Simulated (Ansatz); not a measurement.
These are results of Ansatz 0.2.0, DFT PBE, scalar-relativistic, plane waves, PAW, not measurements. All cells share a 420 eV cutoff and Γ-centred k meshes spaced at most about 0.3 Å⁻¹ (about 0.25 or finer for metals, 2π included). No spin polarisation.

These are static total energies at zero pressure.

Problem. Which of these relaxed structures of In₃SbAs₂ is the lowest in energy?
A.

```
CELL_PARAMETERS angstrom
4.47208 0.00000 0.00000
-2.23604 3.87293 0.00000
0.00000 0.00000 22.06211
ATOMIC_POSITIONS crystal
In 0.66667 0.33333 0.16056
In 0.66667 0.33333 0.50005
In 0.66667 0.33333 0.84017
In 0.33333 0.66667 0.00005
In 0.33333 0.66667 0.34017
In 0.33333 0.66667 0.66056
Sb 0.66667 0.33333 0.29079
Sb 0.33333 0.66667 0.79079
As 0.66667 0.33333 0.62221
As 0.66667 0.33333 0.96172
As 0.33333 0.66667 0.12220
As 0.33333 0.66667 0.46172
```

B.

```
CELL_PARAMETERS angstrom
2.96173 0.00000 0.00000
0.00000 6.00744 0.00000
0.00000 0.00000 8.85074
ATOMIC_POSITIONS crystal
In 0.00000 0.00000 0.50000
In 0.00000 0.00000 0.83391
In 0.00000 0.00000 0.16609
Sb 0.00000 0.50000 0.50000
As 0.00000 0.50000 0.84611
As 0.00000 0.50000 0.15389
```

C.

```
CELL_PARAMETERS angstrom
6.55596 0.00000 0.00000
0.00000 3.00727 0.00000
-2.77947 0.00000 7.79478
ATOMIC_POSITIONS crystal
In 0.65429 0.00000 0.68629
In 0.34571 0.00000 0.31371
In 0.00000 0.50000 0.00000
Sb 0.00000 0.00000 0.50000
As 0.67127 0.00000 0.15563
As 0.32873 0.00000 0.84437
```

Solution. A. The next of these, C, lies 269 meV/atom higher. Forms: A P6_3mc; C P2/m; B Pmmm. Counting As or Sb atoms around In (for each partner element, those within 1.25 times its shortest distance or 1.15 times the sum of covalent radii, where it is the nearest in units of that sum or under 1.3; the shortest distance is added where it exceeds 1.18 times the sum of covalent radii; a slash parts the counts of unlike sites): A has In 4; C has In 2/4 from 3.2 Å; B has In 2. C holds Sb–Sb chains (shortest 3.01 Å); B holds Sb–Sb chains (shortest 2.96 Å) (bonds between like non-metal atoms; other contacts aren't counted). All come from invented guesses. Shaken at random and relaxed again, A came back. The lowest form computed isn't among them: it has Sb and As ordered on zinc blende sites, space group P3m1 (No. 156), 31.9 Å³/atom and lies 10 meV/atom below the best shown.

For metals, differences of a few meV/atom aren't resolved. Spin–orbit coupling, which can matter for Sb, is left out. Cells without such a test can be saddle points. Some types were kept out of the candidates beforehand, so the set may lack a known form.
